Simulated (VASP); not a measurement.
# TePb (Fm-3m) in VASP: a series of runs

One crystal, TePb, is run at these levels: PBEsol; tasks: single point.

Everything below comes from runs of VASP 6.6.1. Logs are shortened: lines on timing, memory, paths and dates and some standing lists are left out, and cuts for length are marked.

**The experiment to reproduce.**

A printed reference work, monograph reports, for a bulk crystal of TePb at 4.2 K: band gap 0.19 eV (direct).

The runs below are set against these values where they give the same quantity.

## Step 1: The crystal as given

The structure is cubic, space group Fm-3m (No. 225). The conventional cell has a = 6.454 Å, b = 6.454 Å, c = 6.454 Å, α = 90.00°, β = 90.00°, γ = 90.00°. Te (site symmetry m-3m) has 6 Pb at 3.23 Å as nearest neighbours. Pb (site symmetry m-3m) is surrounded by 6 Te at 3.23 Å.

## Step 2: Single point, PBEsol

Input file INCAR:

```
ALGO = Normal ; EDIFF = 1E-6
ENCUT = 520 ; GGA = PS
ISIF = 2 ; ISMEAR = 0
LASPH = True ; LCHARG = True
LELF = True ; LREAL = False
LVHAR = True ; LWAVE = False
NBANDS = 17 ; NELM = 100
PREC = Accurate ; SIGMA = 0.1
```

Input file KPOINTS:

```
k-points
0
Gamma
  6 6 6
```

Input file POSCAR:

```
TePb
1.0
    0.0000000000      3.2270000000      3.2270000000
    3.2270000000      0.0000000000      3.2270000000
    3.2270000000      3.2270000000      0.0000000000
Te Pb
1 1
Direct
    0.5000000000      0.5000000000      0.5000000000
    0.0000000000      0.0000000000      0.0000000000
```

Potentials or basis: VASP PAW PBE potentials, release 64 (Te, Pb_d).

The run is started by

```bash
> cat potpaw_PBE.64/Te/POTCAR potpaw_PBE.64/Pb_d/POTCAR > POTCAR
> mpirun -np 1 vasp_std > vasp.out
```

OUTCAR:

```text
EDIFF = 1E-6
   ENCUT = 520
   GGA = PS
   ISIF = 2
   ISMEAR = 0
   LASPH = True
   LREAL = False
   NELM = 100
   PREC = Accurate

 ion  position               nearest neighbor table
   1  0.500  0.500  0.500-   2 3.23   2 3.23   2 3.23   2 3.23   2 3.23   2 3.23
   2  0.000  0.000  0.000-   1 3.23   1 3.23   1 3.23   1 3.23   1 3.23   1 3.23

  LATTYP: Found a face centered cubic cell.
 ALAT       =     6.4540000000

  Lattice vectors:

 A1 = (   0.0000000000,   3.2270000000,   3.2270000000)
 A2 = (   3.2270000000,   0.0000000000,   3.2270000000)
 A3 = (   3.2270000000,   3.2270000000,   0.0000000000)

Analysis of symmetry for initial positions (statically):
=====================================================================
 Subroutine PRICEL returns:
 Original cell was already a primitive cell.

 Routine SETGRP: Setting up the symmetry group for a
 face centered cubic supercell.

 Subroutine GETGRP returns: Found 48 space group operations
 (whereof 48 operations were pure point group operations)
 out of a pool of 48 trial point group operations.

The static configuration has the point symmetry O_h .

Analysis of symmetry for dynamics (positions and initial velocities):
=====================================================================
 Subroutine PRICEL returns:
 Original cell was already a primitive cell.

 Routine SETGRP: Setting up the symmetry group for a
 face centered cubic supercell.

 Subroutine GETGRP returns: Found 48 space group operations
 (whereof 48 operations were pure point group operations)
 out of a pool of 48 trial point group operations.

The dynamic configuration has the point symmetry O_h .

 Subroutine INISYM returns: Found 48 space group operations
 (whereof 48 operations are pure point group operations),
 and found     1 'primitive' translations

----------------------------------------------------------------------------------------

                                     Primitive cell

  volume of cell :      67.2089

  direct lattice vectors                    reciprocal lattice vectors
     0.000000000  3.227000000  3.227000000    -0.154942671  0.154942671  0.154942671
     3.227000000  0.000000000  3.227000000     0.154942671 -0.154942671  0.154942671
     3.227000000  3.227000000  0.000000000     0.154942671  0.154942671 -0.154942671

  length of vectors
     4.563667166  4.563667166  4.563667166     0.268368579  0.268368579  0.268368579

  position of ions in fractional coordinates (direct lattice)
     0.500000000  0.500000000  0.500000000
     0.000000000  0.000000000  0.000000000

  ion indices of the primitive-cell ions
   primitive index   ion index
                 1           1
                 2           2

----------------------------------------------------------------------------------------

 KPOINTS: k-points

Automatic generation of k-mesh.
 Grid dimensions read from file:
 generate k-points for:    6    6    6

 Generating k-lattice:

  Cartesian coordinates                     Fractional coordinates (reciprocal lattice)
    -0.025823779  0.025823779  0.025823779     0.166666667  0.000000000  0.000000000
     0.025823779 -0.025823779  0.025823779     0.000000000  0.166666667  0.000000000
     0.025823779  0.025823779 -0.025823779     0.000000000  0.000000000  0.166666667

  Length of vectors
     0.044728096  0.044728096  0.044728096

  Shift w.r.t. Gamma in fractional coordinates (k-lattice)
     0.000000000  0.000000000  0.000000000

 Subroutine IBZKPT returns following result:
 ===========================================

 Found     16 irreducible k-points:

 Following reciprocal coordinates:
            Coordinates               Weight
  0.000000  0.000000  0.000000      1.000000
  0.166667  0.000000  0.000000      8.000000
  0.333333  0.000000  0.000000      8.000000
  0.500000  0.000000  0.000000      4.000000
  0.166667  0.166667  0.000000      6.000000
  0.333333  0.166667  0.000000     24.000000
[... 8 lines left out ...]
 -0.333333  0.333333  0.166667     24.000000
 -0.333333  0.500000  0.166667     12.000000
   k-points           NKPTS =     16   k-points in BZ     NKDIM =     16   number of bands    NBANDS=     17
   number of dos      NEDOS =    301   number of ions     NIONS =      2
   total plane-waves  NPLWV =  46656
   dimension x,y,z NGX =    36 NGY =   36 NGZ =   36
   dimension x,y,z NGXF=    72 NGYF=   72 NGZF=   72
   ions per type =               1   1
   NGX,Y,Z   is equivalent  to a cutoff of  13.11, 13.11, 13.11 a.u.
   NGXF,Y,Z  is equivalent  to a cutoff of  26.23, 26.23, 26.23 a.u.
 SYSTEM =  unknown system
   PREC   = accura    normal or accurate (medium, high low for compatibility)
   ISTART =      0    job   : 0-new  1-cont  2-samecut
   ICHARG =      2    charge: 1-file 2-atom 10-const
   ISPIN  =      1    spin polarized calculation?
   LNONCOLLINEAR =      F non collinear calculations
   LSORBIT =      F    spin-orbit coupling
[... 26 lines left out ...]
  Thomas-Fermi vector in A             =   2.229249
   LORBIT       =      0    0 simple, 1 ext, 2 COOP (PROOUT), +10 PAW based schemes
   GGA     = PS    functional components
   LHFCALC =     F    Hartree Fock is set to
   AEXX    =    0.0000 exact exchange contribution
   IVDW    =     0    specifies the selected vdW correction
   LEPSILON=     F    determine dielectric tensor
   LRPA    =     F    only Hartree local field effects (RPA)
 non-spin polarized calculation
 Gauss-broadening in eV      SIGMA  =   0.10
  energy-cutoff  :      520.00
  volume of cell :       67.21
 maximum number of plane-waves:      1837
 NGX is ok and might be reduce to    36
   NGX = 17   NGY = 17   NGZ = 17

 number of electron      20.0000002 magnetization

 Free energy of the ion-electron system (eV)
  ---------------------------------------------------
  ext. energy  EPLUGINS =         0.00000000
  ---------------------------------------------------
  free energy    TOTEN  =        -8.25987740 eV

  energy without entropy =       -8.25987736  energy(sigma->0) =       -8.25987738

 E-fermi :   5.8377     XC(G=0):  -9.4874

 val. band max:        5.5073539398   @ k =   0.5000   0.0000   0.0000
 cond. band min:       6.1679762133   @ k =   0.5000   0.0000   0.0000
 fundamental gap:      0.6606222735
 Fermi energy:         5.8376664779

 k-point     1 :       0.0000    0.0000    0.0000
  band No.  band energies     occupation
      1     -11.1278      2.00000
      2     -11.1278      2.00000
      3     -11.1166      2.00000
      4     -11.1166      2.00000
      5     -11.1166      2.00000
      6      -6.5569      2.00000
[... 9 lines left out ...]
     16      11.2572      0.00000
     17      12.7287      0.00000

 k-point     2 :       0.1667    0.0000    0.0000
  band No.  band energies     occupation
      1     -11.1311      2.00000
      2     -11.1311      2.00000
      3     -11.1159      2.00000
      4     -11.1126      2.00000
      5     -11.1126      2.00000
      6      -6.3185      2.00000
[... 9 lines left out ...]
     16      11.7685      0.00000
     17      14.4120      0.00000

 k-point     3 :       0.3333    0.0000    0.0000
  band No.  band energies     occupation
      1     -11.1391      2.00000
      2     -11.1391      2.00000
      3     -11.1147      2.00000
      4     -11.1033      2.00000
      5     -11.1033      2.00000
      6      -5.6668      2.00000
[... 9 lines left out ...]
     16      13.1372      0.00000
     17      16.4443      0.00000

 k-point     4 :       0.5000    0.0000    0.0000
  band No.  band energies     occupation
      1     -11.1431      2.00000
      2     -11.1431      2.00000
      3     -11.1142      2.00000
      4     -11.0986      2.00000
      5     -11.0986      2.00000
      6      -5.1061      2.00000
[... 9 lines left out ...]
     16      14.7459      0.00000
     17      14.7459      0.00000
[... 183 lines left out ...]
      1     -11.1625      2.00000
      2     -11.1296      2.00000
      3     -11.1165      2.00000
      4     -11.1006      2.00000
      5     -11.0969      2.00000
      6      -5.1916      2.00000
[... 9 lines left out ...]
     16      14.5360      0.00000
     17      15.0405      0.00000

 k-point    15 :      -0.3333    0.3333    0.1667
  band No.  band energies     occupation
      1     -11.1659      2.00000
      2     -11.1326      2.00000
      3     -11.1092      2.00000
      4     -11.1067      2.00000
      5     -11.0931      2.00000
      6      -4.8042      2.00000
[... 9 lines left out ...]
     16      15.7562      0.00000
     17      15.8998      0.00000

 k-point    16 :      -0.3333    0.5000    0.1667
  band No.  band energies     occupation
      1     -11.1796      2.00000
      2     -11.1252      2.00000
      3     -11.1181      2.00000
      4     -11.0993      2.00000
      5     -11.0894      2.00000
      6      -4.7361      2.00000
[... 9 lines left out ...]
     16      16.2329      0.00000
     17      17.0649      0.00000

------------------------ aborting loop because EDIFF is reached ----------------------------------------

  FORCE on cell =-STRESS in cart. coord.  units (eV):
  Direction    XX          YY          ZZ          XY          YZ          ZX
  --------------------------------------------------------------------------------------
  -------------------------------------------------------------------------------------
  Total       -0.1091632     -0.1091632     -0.1091632      0.0000000      0.0000000      0.0000000
  in kB       -2.6023164     -2.6023164     -2.6023164      0.0000000      0.0000000      0.0000000
  external PRESSURE =      -2.6023164 kB  Pullay stress =       0.0000000 kB

 VOLUME and BASIS-vectors are now :
 -----------------------------------------------------------------------------
  energy-cutoff  :      520.00
  volume of cell :       67.21
      direct lattice vectors                 reciprocal lattice vectors
     0.000000000  3.227000000  3.227000000    -0.154942671  0.154942671  0.154942671
     3.227000000  0.000000000  3.227000000     0.154942671 -0.154942671  0.154942671
     3.227000000  3.227000000  0.000000000     0.154942671  0.154942671 -0.154942671

 POSITION                                       TOTAL-FORCE (eV/Angst)
 -----------------------------------------------------------------------------------
      3.22700      3.22700      3.22700         0.000000     -0.000000     -0.000000
      0.00000      0.00000      0.00000        -0.000000      0.000000      0.000000
 -----------------------------------------------------------------------------------
    total drift:                               -0.000000      0.000000      0.000000

  FREE ENERGIE OF THE ION-ELECTRON SYSTEM (eV)
  ---------------------------------------------------
  free  energy   TOTEN  =        -8.2598773987 eV

  energy  without entropy=       -8.2598773606  energy(sigma->0) =       -8.25987738
```

Run time: 17 s. Hardware: 1 thread of Intel Xeon Platinum 8259CL at 2.50GHz (Skylake/Cascade Lake), shared host; peak memory 0.2 GiB.

Results:

- Free energy: -8.2599 eV
- Pressure: -0.3 GPa
- Band gap on the k mesh: 0.66 eV, direct

Levels at points of the mesh, in eV from the valence-band top:
| k point | band 7 | band 8 | band 9 | band 10 | band 11 | band 12 | band 13 | band 14 |
| --- | --- | --- | --- | --- | --- | --- | --- | --- |
| (0.00, 0.00, 0.00) | -5.61 | -1.35 | -1.35 | -1.35 | 4.06 | 4.06 | 4.06 | 5.75 |
| (0.50, 0.00, 0.00) | -8.62 | -0.88 | -0.88 | 0.00 | 0.66 | 1.24 | 1.24 | 8.29 |
| (0.50, 0.50, 0.00) | -7.31 | -4.55 | -2.82 | -2.82 | 3.20 | 5.48 | 5.48 | 6.71 |

Caveat: the PAW data sets were made with another functional, which shifts forces and pressure a little; spin-orbit coupling is left out, which as a rule narrows the gap of such compounds by several tenths of an eV.

## Step 3: Single point, PBEsol (one atom moved)

Input file INCAR:

```
SYSTEM = TePb
PREC = Accurate ; ENCUT = 520
EDIFF = 1E-6 ; ISMEAR = 0
SIGMA = 0.02 ; LREAL = .False.
LASPH = .True. ; NELM = 100
ALGO = Fast ; ISIF = 2
LWAVE = .False. ; LCHARG = .False.
GGA = PS ; NBANDS = 17
```

Input file KPOINTS:

```
regular mesh
0
Gamma
  8 8 8
  0 0 0
```

Edit POSCAR of step 2 so:

```diff
@@ -8,3 +8,3 @@
 Direct
-    0.5000000000      0.5000000000      0.5000000000
+    0.4790486520      0.5057576697      0.4978431980
     0.0000000000      0.0000000000      0.0000000000
```

Potentials or basis: VASP PAW PBE potentials, release 64 (Te, Pb_d).

The run is started by

```bash
> cat potpaw_PBE.64/Te/POTCAR potpaw_PBE.64/Pb_d/POTCAR > POTCAR
> mpirun -np 1 vasp_std > vasp.out
```

It took 4 min on 1 thread of Intel Xeon Platinum 8259CL at 2.50GHz (Skylake/Cascade Lake), shared host; peak memory 0.44 GiB.

Results (log left out):

| Property | Result |
| --- | --- |
| Free energy | -8.2568 eV |
| Pressure | -0.2 GPa |
| Largest force | 0.050 eV/Å |
| Band gap on the k mesh | 0.67 eV, direct |

Forces on the atoms (eV/Å):
```
Te  -0.006  0.042  0.027
Pb   0.006 -0.042 -0.027
```

Stress tensor (GPa, compression positive):
```
-0.25 -0.01  0.00
-0.01 -0.04  0.03
 0.00  0.03 -0.16
```

Levels at points of the mesh, in eV from the valence-band top:
```tsv
k point	band 7	band 8	band 9	band 10	band 11	band 12	band 13	band 14
(0.00, 0.00, 0.00)	-5.60	-1.36	-1.34	-1.34	4.02	4.03	4.07	5.75
(0.50, 0.00, 0.00)	-8.60	-0.91	-0.89	-0.04	0.71	1.24	1.27	8.24
(0.00, 0.50, 0.00)	-8.62	-0.91	-0.90	0.00	0.68	1.26	1.28	8.28
(0.00, 0.00, 0.50)	-8.62	-0.91	-0.90	0.00	0.67	1.27	1.28	8.28
(0.50, 0.50, 0.50)	-8.61	-0.92	-0.89	-0.03	0.70	1.24	1.28	8.26
(0.50, 0.50, 0.00)	-7.32	-4.54	-2.82	-2.82	3.16	5.49	5.51	6.71
(0.00, 0.50, 0.50)	-7.31	-4.55	-2.83	-2.81	3.15	5.49	5.53	6.70
(0.50, 0.00, 0.50)	-7.34	-4.53	-2.82	-2.82	3.18	5.49	5.49	6.72
```

Caveat: the PAW data sets were made with another functional, which shifts forces and pressure a little; spin-orbit coupling is left out, which as a rule narrows the gap of such compounds by several tenths of an eV. A k mesh can miss the band edges.

## Step 4: Single point, PBEsol (strained and moved within a subgroup)

Input file INCAR:

```
SYSTEM = TePb
ALGO     = Fast           ! electronic algorithm
EDIFF    = 1E-6           ! SCF threshold, eV
ENCUT    = 520            ! plane-wave cutoff, eV
GGA      = PS             ! functional
ISIF     = 2              ! what is computed and relaxed
ISMEAR   = 0              ! smearing method
LASPH    = .TRUE.         ! aspherical terms in the spheres
LCHARG   = .TRUE.         ! write CHGCAR
LELF     = .TRUE.         ! ELF
LREAL    = .FALSE.        ! projectors in reciprocal space
LVHAR    = .TRUE.       
LWAVE    = .FALSE.        ! write WAVECAR
NBANDS   = 17             ! bands
NELM     = 100            ! most SCF steps
PREC     = Accurate       ! precision mode
SIGMA    = 0.02           ! smearing width, eV
```

Input file KPOINTS:

```
k-points
0
G
  8 8 8
  0 0 0
```

Input file POSCAR:

```
TePb
1.0
    0.3723958000      3.0294430600      3.1884696200
    3.4166830600     -0.0148442000      3.5757096200
    3.4018388600      3.4018388600      0.0000000000
Te Pb
1 1
Direct
    0.5000000000      0.5000000000      0.4452194932
    0.0000000000      0.0000000000      0.0547805068
```

The run is started by

```bash
> cat potpaw_PBE.64/Te/POTCAR potpaw_PBE.64/Pb_d/POTCAR > POTCAR
> mpirun -np 1 vasp_std > vasp.out
```

Wall time 1.9 min (1 thread of Intel Xeon Platinum 8559C (Emerald Rapids), shared host); peak memory 0.35 GiB.

It converged, with:

```
Free energy            : -7.9228 eV
Pressure               : 2.2 GPa
Largest force          : 1.263 eV/Å
Band gap on the k mesh : none (metal or under the smearing width)
```

Forces in eV/Å, atoms in the order of the input:
```
Te   0.893  0.893  0.000
Pb  -0.893 -0.893  0.000
```

Stress tensor (GPa, compression positive):
```
 5.10 -0.64 -0.88
-0.64  5.10  0.88
-0.88  0.88 -3.58
```

Levels at points of the mesh, in eV from the Fermi level:
```
           k point  band 7  band 8  band 9  band 10  band 11  band 12  band 13  band 14
(0.00, 0.00, 0.00)   -5.78   -1.87   -1.67    -0.63     2.46     3.24     4.46     6.03
(0.50, 0.00, 0.00)   -8.42   -1.96   -1.96    -0.94    -0.21     1.48     1.56     8.50
(0.00, 0.50, 0.00)   -8.91   -1.49   -1.12     0.03     1.20     2.17     2.38     7.43
(0.50, 0.50, 0.00)   -7.03   -4.39   -2.64    -2.41     2.40     4.89     5.72     6.36
(0.00, 0.00, 0.50)   -8.13   -1.46   -1.35    -0.13     1.12     1.44     2.75     7.01
(0.50, 0.00, 0.50)   -8.00   -4.04   -3.29    -2.08     2.51     4.92     5.93     6.74
```

Caveat: the PAW data sets were made with another functional, which shifts forces and pressure a little. The run has no spin-orbit coupling, so splittings on Pb, Te are missing.

## Step 5: Single point, PBEsol (strained and moved within the space group)

Input file INCAR:

```
SYSTEM = TePb
  PREC = Accurate
  ENCUT = 520
  EDIFF = 1E-6
  ISMEAR = 0
  SIGMA = 0.02
  LREAL = .FALSE.
  LASPH = .TRUE.
  NELM = 100
  ALGO = Fast
  ISIF = 2
  LWAVE = .FALSE.
  LCHARG = .FALSE.
  GGA = PS
  NBANDS = 17
```

Input file KPOINTS:

```
Automatic mesh
0
G
  8 8 8
  0 0 0
```

Input file POSCAR:

```
TePb
1.0
    0.0000000000      3.2131884400      3.2131884400
    3.2131884400      0.0000000000      3.2131884400
    3.2131884400      3.2131884400      0.0000000000
Te Pb
1 1
Direct
    0.5000000000      0.5000000000      0.5000000000
    0.0000000000      0.0000000000      0.0000000000
```

The run is started by

```bash
> cat potpaw_PBE.64/Te/POTCAR potpaw_PBE.64/Pb_d/POTCAR > POTCAR
> mpirun -np 1 vasp_std > vasp.out
```

Wall time 25 s (1 thread of Intel Xeon Platinum 8559C (Emerald Rapids), shared host); peak memory 0.21 GiB.

The run converged. Its results:

```
Free energy            : -8.2584 eV
Pressure               : 0.3 GPa
Band gap on the k mesh : 0.63 eV, direct
```

Levels at points of the mesh, in eV from the valence-band top:
| k point | band 8 | band 9 | band 10 | band 11 | band 12 | band 13 |
| --- | --- | --- | --- | --- | --- | --- |
| (0.00, 0.00, 0.00) | -1.40 | -1.40 | -1.40 | 4.07 | 4.07 | 4.07 |
| (0.50, 0.00, 0.00) | -0.93 | -0.93 | 0.00 | 0.63 | 1.20 | 1.20 |
| (0.50, 0.50, 0.00) | -4.66 | -2.90 | -2.90 | 3.14 | 5.52 | 5.52 |

Caveat: the PAW data sets were made with another functional, which shifts forces and pressure a little; spin-orbit coupling is left out, which as a rule narrows the gap of such compounds by several tenths of an eV.

## Step 6: Summary

```tsv
cell	k mesh	smearing	gap on the mesh (eV)	pressure (GPa)	largest force (eV/Å)
as given	6 × 6 × 6	gaussian 0.1 eV	0.66	-0.3	-
one atom moved	8 × 8 × 8	gaussian 0.02 eV	0.67	-0.2	0.05
strained and moved within a subgroup	8 × 8 × 8	gaussian 0.02 eV	none	2.2	1.26
strained and moved within the space group	8 × 8 × 8	gaussian 0.02 eV	0.63	0.3	-
```

Alike in all rows: task single point; level PBEsol; potentials or basis VASP PAW PBE potentials, release 64 (Te, Pb_d); no spin polarisation; cutoff (eV) 520.

Caveats: the PAW data sets were made with another functional, which shifts forces and pressure a little; spin-orbit coupling is left out, which as a rule narrows the gap of such compounds by several tenths of an eV (some runs).

Total energies depend on the potentials used, so only differences within one code and one set of settings carry meaning.

## Step 7: How close it comes

Step 2. A measured gap of TePb is 0.19 eV (direct; 4.2 K; a printed reference work, monograph); the calculated 0.66 eV misses it by +0.47 eV. Spin-orbit coupling on Pb, Te is left out. The value is that of PBEsol on a finite k mesh, which can miss the band edges, without temperature or zero-point motion.
